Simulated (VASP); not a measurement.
# C in VASP: one cell, several levels of theory, part 2 of 2

VASP 6.6.1, plane waves, PAW. Earlier steps stand in the parts before.

**3. Single point with r2SCAN**

INCAR reads:

```
ENCUT = 520.000000
SIGMA = 0.010000
EDIFF = 1.00e-07
ALGO = Normal
METAGGA = R2SCAN
PREC = Accurate
IBRION = -1
ISIF = 2
ISMEAR = 0
NBANDS = 11
NELM = 120
NSW = 0
LASPH = .TRUE.
LCHARG = .TRUE.
LELF = .TRUE.
LWAVE = .FALSE.
LREAL = .FALSE.
```

KPOINTS reads:

```
KPOINTS created by Atomic Simulation Environment
0
Gamma
12 12 12
0 0 0
```

KPOINTS_OPT reads:

```
special points
7
Reciprocal
0.0000000000 0.0000000000 0.0000000000 1
0.5000000000 0.0000000000 0.5000000000 1
0.6250000000 0.2500000000 0.6250000000 1
0.3750000000 0.3750000000 0.7500000000 1
0.5000000000 0.5000000000 0.5000000000 1
0.5000000000 0.2500000000 0.7500000000 1
0.3684900000 0.3684900000 0.0000000000 1
```

POSCAR reads:

```
C
 1.0000000000000000
     0.0000000000000000    1.8513291082000001    1.7651985347000001
     1.8513291082000001    0.0000000000000000    1.7651985347000001
     1.8513291082000001    1.8513291082000001    0.0000000000000000
 C
   2
Cartesian
  0.0000000000000000  0.0000000000000000  0.0000000000000000
  0.9256645541000000  0.9256645541000000  0.8825992673500000
```

Launch:

```bash
$ mpirun -np 1 vasp_std
```

Standard output, without the iteration lines:

```text
POSCAR found type information on POSCAR C
 POSCAR found :  1 types and       2 ions
 -----------------------------------------------------------------------------
|                                                                             |
|                                                                             |
|     You enforced a specific xc type in the INCAR file but a different       |
|     I HOPE YOU KNOW WHAT YOU ARE DOING!                                     |
|                                                                             |
 -----------------------------------------------------------------------------

 LDA part: xc-table for (None), standard interpolation
 POSCAR, INCAR and KPOINTS ok, starting setup
 FFT: planning ... GRIDC
 FFT: planning ... GRID_SOFT
 FFT: planning ... GRID
 WAVECAR not read
 entering main loop
 Start KPOINTS_OPT (optional k-point list driver)
k-point batch [1-7\7]
```

OSZICAR:

```text
N       E                     dE             d eps       ncg     rms          rms(c)
DAV:   1    -0.290664743399E+01   -0.29066E+01   -0.48496E+03  3674   0.733E+02
DAV:   2    -0.213534420314E+02   -0.18447E+02   -0.17750E+02  4738   0.121E+02
DAV:   3    -0.217541392681E+02   -0.40070E+00   -0.39956E+00  4159   0.135E+01
DAV:   4    -0.217548694787E+02   -0.73021E-03   -0.73020E-03  3857   0.709E-01
DAV:   5    -0.217548703747E+02   -0.89601E-06   -0.89601E-06  4107   0.237E-02    0.470E+00
DAV:   6    -0.196148889078E+02    0.21400E+01   -0.22131E-01  3691   0.341E+00    0.352E+00
DAV:   7    -0.195376034690E+02    0.77285E-01   -0.20859E-01  3623   0.327E+00    0.621E-01
DAV:   8    -0.195381655904E+02   -0.56212E-03   -0.36236E-03  4066   0.513E-01    0.345E-01
DAV:   9    -0.195385188636E+02   -0.35327E-03   -0.16201E-04  3741   0.146E-01    0.155E-02
DAV:  10    -0.195385186546E+02    0.20902E-06   -0.23272E-06  4190   0.132E-02    0.488E-03
DAV:  11    -0.195385187597E+02   -0.10508E-06   -0.65055E-07  3907   0.731E-03    0.451E-04
DAV:  12    -0.195385187217E+02    0.37973E-07   -0.64455E-09  2009   0.623E-04
   1 F= -.19538519E+02 E0= -.19538519E+02  d E =-.496335E-59
       N       E                     dE             ncg
DAV:   1     0.108649486877E+04   -0.24617E+04      162
DAV:   2     0.940816518781E+03   -0.14568E+03      194
DAV:   3     0.938528857145E+03   -0.22877E+01      169
DAV:   4     0.938525681974E+03   -0.31752E-02      172
DAV:   5     0.938525677561E+03   -0.44136E-05      180
DAV:   6     0.938525677553E+03   -0.76730E-08      175
```

From OUTCAR:

```text
k-points           NKPTS =    163   k-points in BZ     NKDIM =    163   number of bands    NBANDS=     11

   NELECT =       8.0000    total number of electrons

   dimension x,y,z NGX =    20 NGY =   20 NGZ =   20
   dimension x,y,z NGXF=    40 NGYF=   40 NGZF=   40

  energy-cutoff  :      520.00
  volume of cell :       12.10
      direct lattice vectors                 reciprocal lattice vectors
     0.000000000  1.851329108  1.765198535    -0.270076238  0.270076238  0.283254257
     1.851329108  0.000000000  1.765198535     0.270076238 -0.270076238  0.283254257
     1.851329108  1.851329108  0.000000000     0.270076238  0.270076238 -0.283254257

 k-points in reciprocal lattice and weights: KPOINTS created by Atomic Simulation Env
   0.00000000  0.00000000  0.00000000       0.001
   0.08333333 -0.00000000  0.00000000       0.005
   0.16666667  0.00000000  0.00000000       0.005
   0.25000000  0.00000000  0.00000000       0.005
   0.33333333  0.00000000  0.00000000       0.005
   0.41666667 -0.00000000  0.00000000       0.005
   0.50000000  0.00000000  0.00000000       0.002
   0.08333333  0.08333333  0.00000000       0.001
[... 155 more k-points ...]

 E-fermi :   9.3666

 k-point     1 :       0.0000    0.0000    0.0000
  band No.  band energies     occupation
      1     -13.0202      2.00000
      2       8.5729      2.00000
      3       8.5729      2.00000
      4       9.2553      2.00000
      5      14.0681      0.00000
      6      14.6860      0.00000
      7      14.6860      0.00000
      8      21.0659      0.00000
      9      28.3533      0.00000
     10      34.2857      0.00000
     11      36.0876      0.00000

 k-point     2 :       0.0833   -0.0000    0.0000
  band No.  band energies     occupation
      1     -12.8278      2.00000
      2       7.4891      2.00000
      3       8.2416      2.00000
      4       8.7808      2.00000
      5      14.5117      0.00000
      6      15.0907      0.00000
      7      15.3496      0.00000
      8      21.3195      0.00000
      9      28.6902      0.00000
     10      32.6537      0.00000
     11      33.8584      0.00000

 k-point     3 :       0.1667    0.0000    0.0000
  band No.  band energies     occupation
      1     -12.2534      2.00000
      2       4.9675      2.00000
      3       7.5088      2.00000
      4       8.0683      2.00000
      5      15.3600      0.00000
      6      15.9568      0.00000
      7      16.3968      0.00000
      8      22.0678      0.00000
      9      29.3815      0.00000
     10      31.3392      0.00000
     11      32.2893      0.00000

 k-point     4 :       0.2500    0.0000    0.0000
  band No.  band energies     occupation
      1     -11.3077      2.00000
      2       2.1105      2.00000
      3       6.7384      2.00000
      4       7.3812      2.00000
      5      16.0235      0.00000
      6      16.7237      0.00000
      7      17.2227      0.00000
      8      23.1204      0.00000
      9      29.7282      0.00000
     10      31.2114      0.00000
     11      31.9096      0.00000

 k-point     5 :       0.3333    0.0000    0.0000
  band No.  band energies     occupation
      1     -10.0186      2.00000
      2      -0.6776      2.00000
      3       6.1181      2.00000
      4       6.8455      2.00000
      5      16.3148      0.00000
      6      17.1150      0.00000
      7      17.8048      0.00000
      8      24.1052      0.00000
      9      29.8966      0.00000
     10      32.3115      0.00000
     11      32.5848      0.00000

 k-point     6 :       0.4167   -0.0000    0.0000
  band No.  band energies     occupation
      1      -8.4873      2.00000
      2      -3.1501      2.00000
      3       5.7259      2.00000
      4       6.5132      2.00000
      5      16.3973      0.00000
      6      17.2139      0.00000
      7      18.1034      0.00000
      8      24.7007      0.00000
      9      30.4472      0.00000
     10      33.5494      0.00000
     11      34.1453      0.00000

 k-point     7 :       0.5000    0.0000    0.0000
  band No.  band energies     occupation
      1      -7.4310      2.00000
      2      -4.5262      2.00000
      3       5.5925      2.00000
      4       6.4013      2.00000
      5      16.4098      0.00000
      6      17.2183      0.00000
      7      18.1865      0.00000
      8      24.8726      0.00000
      9      30.9960      0.00000
     10      32.9815      0.00000
     11      35.0579      0.00000

 k-point     8 :       0.0833    0.0833    0.0000
  band No.  band energies     occupation
      1     -12.7474      2.00000
      2       7.6732      2.00000
      3       7.6732      2.00000
      4       8.5811      2.00000
      5      13.8171      0.00000
      6      15.7755      0.00000
      7      15.7755      0.00000
      8      21.2750      0.00000
      9      28.8924      0.00000
     10      33.1250      0.00000
     11      34.6332      0.00000

 k-point     9 :       0.1667    0.0833    0.0000
  band No.  band energies     occupation
      1     -12.2842      2.00000
      2       5.7808      2.00000
      3       6.8506      2.00000
      4       8.1226      2.00000
      5      14.0521      0.00000
      6      16.8075      0.00000
      7      16.8094      0.00000
      8      21.5591      0.00000
      9      29.5850      0.00000
     10      31.4073      0.00000
     11      33.6933      0.00000

 k-point    10 :       0.2500    0.0833    0.0000
  band No.  band energies     occupation
      1     -11.4464      2.00000
      2       3.0433      2.00000
      3       6.0867      2.00000
      4       7.5015      2.00000
      5      14.8487      0.00000
      6      17.5854      0.00000
      7      17.6718      0.00000
      8      22.1106      0.00000
      9      30.1815      0.00000
     10      30.7475      0.00000
     11      33.2090      0.00000

 k-point    11 :       0.3333    0.0833    0.0000
  band No.  band energies     occupation
      1     -10.2553      2.00000
      2       0.2431      2.00000
      3       5.5312      2.00000
      4       6.8044      2.00000
      5      15.5794      0.00000
      6      18.0763      0.00000
      7      18.0962      0.00000
      8      22.8299      0.00000
      9      30.2705      0.00000
     10      31.2679      0.00000
     11      33.8719      0.00000

[... the tables of k-points 12 to 163 left out ...]

  Total       -3.0626935     -3.0626935      0.0636258      0.0000000      0.0000000      0.0000000
  in kB     -405.5302931   -405.5302931      8.4246740      0.0000000      0.0000000      0.0000000
  external PRESSURE =    -267.5453040 kB  Pullay stress =       0.0000000 kB

 POSITION                                       TOTAL-FORCE (eV/Angst)
 -----------------------------------------------------------------------------------
      0.00000      0.00000      0.00000         0.000000     -0.000000      0.000000
      0.92566      0.92566      0.88260         0.000000      0.000000     -0.000000
 -----------------------------------------------------------------------------------
    total drift:                                0.000000      0.000000      0.000000

  FREE ENERGIE OF THE ION-ELECTRON SYSTEM (eV)
  ---------------------------------------------------
  free  energy   TOTEN  =       -19.5385187217 eV

  energy  without entropy=      -19.5385187217  energy(sigma->0) =      -19.53851872
```

Hardware: 1 MPI rank of Intel Xeon Platinum 8488C, shared host.

The levels at the points of KPOINTS_OPT are read from vasprun.xml.

Band energies at the special points (eV, zero at the top of v, the last band that the electrons fill by count):

| point | v−1 | v | c | c+1 |
| --- | --- | --- | --- | --- |
| Γ | -0.68 | 0.00 | 4.81 | 5.43 |
| X | -6.47 | -6.47 | 4.78 | 4.78 |
| U | -9.58 | -5.55 | 5.72 | 10.80 |
| K | -9.48 | -6.25 | 4.58 | 9.47 |
| L | -3.66 | -2.85 | 7.15 | 7.96 |
| W | -8.55 | -8.55 | 9.96 | 9.96 |

Gap with r2SCAN: 2.97 eV, valence top at Γ, conduction bottom at (0.37, 0.37, 0.00). Least direct gap: 4.81 eV. The pressure is -26.75 GPa; the forces vanish within 0.01 eV/Å.

Axes a, b and c in the maps are those of this run's conventional cell (a, b, c = 2.618, 2.618, 3.530 Å).

Density in a lattice plane of the grid's cell (edges 2.62 and 3.53 Å, at 0.000 of the third edge), which holds C.

Ten even steps from ' ' (0.08 e/Å³) to '@' (1.75 e/Å³):
```
%%@@@@@@%%##**++======++**##%%@@@@@@
@@@@@@@@@@%%%%##########%%%%@@@@@@@@
######%%%%@@@@@@@@@@@@@@@@@@%%%%####
====++**##%%@@@@@@%%@@@@@@%%##**++==
::::--==++##%%@@%%##%%@@%%##++==--::
....::::--++##%%%%%%%%%%##++--::::..
    ....::==++##%%@@%%##++==::....  
      ....::==++**##**++==::....    
        ....::--======--::....      
          ....::::::::::....        
              ..........            
                                    
                                    
......                          ....
::::::....                  ....::::
====--::....              ....::--==
##**++==::....          ....::==++**
@@%%##++==::....      ....::==++##%%
%%%%%%##++--::::......::::--++##%%%%
##%%@@%%##++==--::::::--==++##%%@@%%
```
Columns run along the first of these edges and rows up along the second, over one cell in 18 and 20 even steps from the bottom left corner. Atoms in the plane (fractional): C at (0.00, 0.00), C at (0.50, 0.75).

ELF in the same plane.

Ten even steps from ' ' (0.01) to '@' (0.94):
```
  ..==##@@@@@@%%##**##%%@@@@@@##==..
--++##@@@@@@@@%%##**##%%@@@@@@@@##++
**##%%@@@@@@@@##++--++##@@@@@@@@%%##
**##%%@@@@@@##==..  ..==##@@@@@@%%##
++**####%%##++::      ::++##%%####**
----==++****==::..  ..::==****++==--
....::--==++++====--====++++==--::..
    ..::--==++**********++==--::..  
      ..::--++****##****++--::..    
        ..::--==++++++==--::..      
            ..::::--::::..          
                ......              
....                              ..
--::::..                      ..::::
++++==--::..              ..::--==++
##****++--::..          ..::--++****
******++==--::..      ..::--==++****
--====++++==--::......::--==++++====
    ::==****++==------==++****==::  
    ::++##%%####**++**####%%##++::  
```
Columns run along the first of these edges and rows up along the second, over one cell in 18 and 20 even steps from the bottom left corner. Atoms in the plane (fractional): C at (0.00, 0.00), C at (0.50, 0.75).

Both are smooth fields of the valence electrons: close to the nuclei they are not physical.

Outside the cores ELF peaks at 0.94 on the C–C line, 0.7 Å from C.

**4. What came out**

The summary covers parts 1 to 2.

```
 level  gap (eV)  pressure (GPa)  Ansatz: gap (eV)  Ansatz: pressure (GPa)
   PBE      2.84          -22.88              2.85                  -23.31
r2SCAN      2.97          -26.75              2.99                  -27.61
```

The gap spans 2.84 eV (PBE) to 2.97 eV (r2SCAN). The pressure is highest with PBE (-22.9 GPa) and lowest with r2SCAN (-26.8 GPa), which orders the cells that they would relax to. The two programs agree on the gap within 0.04 eV, far less than the spread between functionals. Datasets and cutoffs are each program's own.
